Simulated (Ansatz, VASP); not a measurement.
## One calculation of Cu, two programs

```
Cu
1.0
     2.33646    0.00000    0.00000
     0.00000    2.33646    0.00000
     0.00000    0.00000    2.33646
Cu
1
Direct
  0.00000 0.00000 0.00000
```

The cell was built by a generator and needn't be a form met in nature.

Alike in both runs: task relaxation of cell and atoms; functional LDA; k mesh 13 × 13 × 13; occupations fermi-dirac, width 0.1 eV; no spin polarisation.

|  | VASP | Ansatz |
| --- | --- | --- |
| version | VASP 6.6.1 | Ansatz 0.2.0 |
| potentials or method | VASP PAW LDA potentials, release 64 (Cu) | plane waves (420 eV) with PAW, scalar-relativistic |
| plane-wave cutoff (eV) | 600 | 420 |
| valence electrons in the cell | 11 | 19 |

```tsv
	VASP	Ansatz	Ansatz less VASP
relaxed volume (Å³/atom)	12.66	12.60	-0.057
relaxed cell length with the largest relative difference (Å)	2.330	2.327	-0.0035
```

The two sets of potentials don't hold the same shells in valence. Ansatz warned: «pseudo_functional_mismatch».
